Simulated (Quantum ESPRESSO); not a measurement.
Set up this calculation in Quantum ESPRESSO 7.5, as the native input.

| Item | Value |
| --- | --- |
| Task | band structure |
| Functional | PBEsol |
| Potentials or basis | PseudoDojo 0.4.1 SR PBEsol standard |
| Cutoff | 1007 eV |
| Density cutoff | 4027 eV |
| k mesh | 12 × 12 × 12 |
| Occupations | fermi-dirac, width 0.05 eV |
| Spin | no spin polarisation |
| Mixing beta | 0.5 |
| Most SCF iterations | 120 |
| SCF threshold | 6e-10 Ry |

Si2W:

```
W Si
1.0
    -1.60690    1.60690    3.91495
     1.60690   -1.60690    3.91495
     1.60690    1.60690   -3.91495
W Si
1 2
Direct
  0.00000 0.00000 0.00000
  0.66530 0.66530 0.00000
  0.33470 0.33470 0.00000
```

These files were run (other wordings do the same):

pw.in

```
&CONTROL
  calculation = 'scf'
  prefix = 'pwscf'
  outdir = './tmp'
  pseudo_dir = './pseudo'
  tprnfor = .true.
  tstress = .true.
  disk_io = 'low'
/
&SYSTEM
  ibrav = 0
  celldm(1) = 8
  nat = 3
  ntyp = 2
  ecutwfc = 74
  nbnd = 18
  occupations = 'smearing'
  smearing = 'fd'
  degauss = 0.00367493
/
&ELECTRONS
  conv_thr = 6d-10
  electron_maxstep = 120
  mixing_beta = 0.5
/
ATOMIC_SPECIES
W    183.8400 W.upf
Si    28.0850 Si.upf
CELL_PARAMETERS alat
 -0.3795751137076   0.3795751137076   0.9247729114505
  0.3795751137076  -0.3795751137076   0.9247729114505
  0.3795751137076   0.3795751137076  -0.9247729114505
ATOMIC_POSITIONS crystal
W      0.0000000000    0.0000000000    0.0000000000
Si     0.6653000000    0.6653000000    0.0000000000
Si     0.3347000000    0.3347000000    0.0000000000
K_POINTS automatic
12 12 12 0 0 0
```

bands.in

```
&CONTROL
  calculation = 'bands'
  prefix = 'pwscf'
  outdir = './tmp'
  pseudo_dir = './pseudo'
  disk_io = 'low'
  verbosity = 'high'
/
&SYSTEM
  ibrav = 0
  celldm(1) = 8
  nat = 3
  ntyp = 2
  ecutwfc = 74
  nbnd = 18
  occupations = 'smearing'
  smearing = 'fd'
  degauss = 0.00367493
/
&ELECTRONS
  conv_thr = 1d-08
  electron_maxstep = 120
  mixing_beta = 0.5
  diago_full_acc = .true.
  startingwfc = 'random'
/
ATOMIC_SPECIES
W    183.8400 W.upf
Si    28.0850 Si.upf
CELL_PARAMETERS alat
 -0.3795751137076   0.3795751137076   0.9247729114505
  0.3795751137076  -0.3795751137076   0.9247729114505
  0.3795751137076   0.3795751137076  -0.9247729114505
ATOMIC_POSITIONS crystal
W      0.0000000000    0.0000000000    0.0000000000
Si     0.6653000000    0.6653000000    0.0000000000
Si     0.3347000000    0.3347000000    0.0000000000
K_POINTS crystal
60
 0.0000000000  0.0000000000  0.0000000000 1
 0.0000000000  0.0000000000  0.0555555556 1
 0.0000000000  0.0000000000  0.1111111111 1
 0.0000000000  0.0000000000  0.1666666667 1
 0.0000000000  0.0000000000  0.2222222222 1
 0.0000000000  0.0000000000  0.2777777778 1
 0.0000000000  0.0000000000  0.3333333333 1
 0.0000000000  0.0000000000  0.3888888889 1
 0.0000000000  0.0000000000  0.4444444444 1
 0.0000000000  0.0000000000  0.5000000000 1
-0.0842355210  0.0842355210  0.5000000000 1
-0.1258119689  0.1258119689  0.4584235521 1
-0.1673884168  0.1673884168  0.4168471042 1
-0.2089648647  0.2089648647  0.3752706563 1
-0.2505413126  0.2505413126  0.3336942084 1
-0.2921177605  0.2921177605  0.2921177605 1
-0.2503866518  0.2503866518  0.2503866518 1
-0.2086555432  0.2086555432  0.2086555432 1
-0.1669244346  0.1669244346  0.1669244346 1
-0.1251933259  0.1251933259  0.1251933259 1
-0.0834622173  0.0834622173  0.0834622173 1
-0.0417311086  0.0417311086  0.0417311086 1
 0.0000000000  0.0000000000  0.0000000000 1
 0.1000000000  0.1000000000 -0.1000000000 1
 0.2000000000  0.2000000000 -0.2000000000 1
 0.3000000000  0.3000000000 -0.3000000000 1
 0.4000000000  0.4000000000 -0.4000000000 1
 0.5000000000  0.5000000000 -0.5000000000 1
 0.4584235521  0.5415764479 -0.4584235521 1
 0.4168471042  0.5831528958 -0.4168471042 1
 0.3752706563  0.6247293437 -0.3752706563 1
 0.3336942084  0.6663057916 -0.3336942084 1
 0.2921177605  0.7078822395 -0.2921177605 1
 0.1947451737  0.6385881597 -0.1947451737 1
 0.0973725868  0.5692940798 -0.0973725868 1
 0.0000000000  0.5000000000  0.0000000000 1
 0.0357142857  0.4642857143  0.0357142857 1
 0.0714285714  0.4285714286  0.0714285714 1
 0.1071428571  0.3928571429  0.1071428571 1
 0.1428571429  0.3571428571  0.1428571429 1
 0.1785714286  0.3214285714  0.1785714286 1
 0.2142857143  0.2857142857  0.2142857143 1
 0.2500000000  0.2500000000  0.2500000000 1
 0.3333333333  0.3333333333  0.1385881597 1
 0.4166666667  0.4166666667  0.0271763193 1
 0.5000000000  0.5000000000 -0.0842355210 1
 0.5000000000  0.5000000000 -0.1258119689 1
 0.5000000000  0.5000000000 -0.1673884168 1
 0.5000000000  0.5000000000 -0.2089648647 1
 0.5000000000  0.5000000000 -0.2505413126 1
 0.5000000000  0.5000000000 -0.2921177605 1
 0.5000000000  0.5000000000 -0.3336942084 1
 0.5000000000  0.5000000000 -0.3752706563 1
 0.5000000000  0.5000000000 -0.4168471042 1
 0.5000000000  0.5000000000 -0.4584235521 1
 0.5000000000  0.5000000000 -0.5000000000 1
 0.0000000000  0.0000000000  0.5000000000 1
 0.0833333333  0.0833333333  0.4166666667 1
 0.1666666667  0.1666666667  0.3333333333 1
 0.2500000000  0.2500000000  0.2500000000 1
```

Potentials or basis: PseudoDojo 0.4.1 SR PBEsol standard.

Launch:

```bash
$ OMP_NUM_THREADS=1 mpirun -n 2 pw.x -nk 2 -in pw.in > pw.out
$ OMP_NUM_THREADS=1 mpirun -n 2 pw.x -nk 2 -in bands.in > bands.out
```

Results of the run:

The pressure is -2.0 GPa, the largest force is 0.024 eV/Å and the band gap on the k mesh is none (metal or under the smearing width).

Caveat: spin-orbit coupling is left out, which moves the levels of the heavy elements.

It took 5.3 min on 2 MPI ranks on Intel(R) Xeon(R) Processor @ 2.50GHz (Skylake/Cascade Lake), with other jobs on the host, peak memory 0.28 GiB a rank.
